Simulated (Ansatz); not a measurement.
**One input, then a changed one: ZnS (rocksalt type)**

First run: DFT, PBEsol, all-electron LAPW, scalar-relativistic (Ansatz 0.2.0).

Command: `ansatz run input.yaml --threads 1 --pin off --max-ram 2048MiB --backend cpu --events-out ev --progress --plain --runs-dir out` It took 25 s on 1 thread of Arm Neoverse V2 (shared host), peak memory 0.49 GiB.

```yaml
crystal:
  lattice:
    - [0.0, 2.162214309, 2.162214309]
    - [2.162214309, 0.0, 2.162214309]
    - [2.162214309, 2.162214309, 0.0]
  atoms:
    - { symbol: Zn, position: [0.0, 0.0, 0.0] }
    - { symbol: S, position: [0.5, 0.5, 0.5] }
kpoints:
  mp_grid: { grid: [16, 16, 16] }
  band_path:
    path:
      - [0.0, 0.0, 0.0]
      - [0.5, 0.0, 0.5]
      - [0.625, 0.25, 0.625]
      - [0.375, 0.375, 0.75]
      - [0.0, 0.0, 0.0]
      - [0.5, 0.5, 0.5]
      - [0.5, 0.25, 0.75]
      - [0.5, 0.0, 0.5]
    npoints: 8
scf:
  occupations: { method: fermi_dirac, width: 0.05 }
hamiltonian:
  xc: pbesol
  pseudopotentials: { kind: all_electron, lapw: { basis_error: 0.001 } }
output:
  forces: true
  stress: true
  eigenvalues: true
  populations: true
  dos: { projected: true, de: 0.2, e_range: [-14, 8] }
```

The cell comes from a relaxation on PAW files under the same functional, begun from a prototype that needn't be the stable phase.

This run: volume at 0.64 of the series' base cell.

It converges in 6 SCF iterations at a pressure of 119.5 GPa.

The input is then changed:

```diff
   atoms:
-    - { symbol: Zn, position: [0.0, 0.0, 0.0] }
-    - { symbol: S, position: [0.5, 0.5, 0.5] }
+    - { symbol: Zn, position: [0.0, 0.0, 0.0], spin: 2.0 }
+    - { symbol: S, position: [0.5, 0.5, 0.5], spin: 3.0 }
 kpoints:
   occupations: { method: fermi_dirac, width: 0.05 }
+  n_extra_bands: 8
 hamiltonian:
   populations: true
-  dos: { projected: true, de: 0.2, e_range: [-14, 8] }
+magnetization:
+  spin_polarized: true
```

Task: What does the second run give?

Result: It converges in 16 SCF iterations at a pressure of 119.5 GPa, cell moment 0.00 μB. Results part of its log:
```
SCF 1 converged in 16 iterations: F = -59678.699929 eV  dr2 = 1.51e-11
WARN: the starting moments were not kept: the SCF closed with an absolute magnetisation of 2.1e-6 μB, where they sum to 5 μB in size (2 sites). That is at most 0.1 of that sum. Measured as dr2_m measures the in/out step, that magnetisation stands 3.2e-13 eV from none, at or under the dr2_threshold of 1.0e-7 eV: it is no larger than a step whose dr2_m would equal this threshold. The system may hold no moment; this SCF shows only that its start led to no more than that. To try another start: raise the starting moments (crystal.atoms[].spin, magnetization.per_species, magnetization.initial_magnetization, or on a non-collinear deck that types none of these the spinor_matrix: blocks that start its atoms; where the total moment is fixed, keep their sum and leave initial_magnetization as it is; typed ones take the place of any that the run laid by itself, positive ones on a crystal's lanthanoids without a Hubbard term where scf.initial_density.shell_occupations: [] is typed) or, if the notice of its spin-set hold's release reads "site moments contracting" or "site moments show no strong build", lengthen the hold (scf.mixing.spin_hold: { on: { confirm: 4 } }; for m-r²SCAN on two components see the key's manual first). Each may lead to a state that holds a moment. A second SCF, from the converged charge density, with the starting moments and any scf.initial_density.shell_occupations laid on it anew, would have followed, and was not run: the deck does not ask for one (magnetization.retry_lost_moments is false, the default). To let it run, set magnetization.retry_lost_moments: true and run the deck again, where that key's refused combinations let it; where memory then withholds it, that run's warning says so.
NSCF: frozen V_eff on 57 k-points
SCF converged after 16 iterations
Magnetization: -0.0000 μB (17.0000 up, 17.0000 down)
Absolute magnetization: 0.0000 μB (∫|ρ↑−ρ↓|)
Spin contamination: 0.0000 ħ² per cell (⟨S²⟩ above its minimum at these occupations)
Per-site moments (μB) at R_I (Å): [(2.0333064298938552e-7, 1.1954485407101558), (-6.868935980008928e-7, 0.9667657360703402)]
[... lines left out ...]
  k-point 1 ↑: bands = ["-184.8290", "-129.8486", "-129.8486", "-129.8486", "-106.1923", "-60.5323", "-60.5321", "-60.5321", "1.4995", "11.9174", "11.9174", "11.9355", "11.9827", "11.9827", "18.7746", "19.2458", "19.2458", "27.5955", "28.6323", "29.0089", "29.0089", "32.5385", "32.5385", "33.2034", "35.4618"]
  k-point 2 ↑: bands = ["-184.8290", "-129.8486", "-129.8486", "-129.8486", "-106.1922", "-60.5331", "-60.5322", "-60.5322", "1.7470", "11.8052", "11.8052", "11.8446", "12.0415", "12.0415", "17.7296", "19.3817", "19.3817", "27.2578", "29.0541", "29.0541", "29.0907", "31.4308", "31.4308", "34.0287", "35.9723"]
  k-point 144 ↓: bands = ["-184.8290", "-129.8486", "-129.8486", "-129.8486", "-106.1917", "-60.5367", "-60.5367", "-60.5349", "5.7889", "10.9861", "10.9861", "11.1521", "12.6887", "13.8192", "13.8632", "13.8632", "14.7016", "25.9094", "28.3164", "28.8252", "28.8252", "37.5083", "39.7497", "39.7497", "41.9634"]
--- Löwdin populations: 2 sites ---
  site symbol       q [e]    m [muB]
     0     Zn     28.6371     0.0000
     1      S     17.0642    -0.0000
  spilling = 0.006494 (of n_electrons = 46.000000)
```
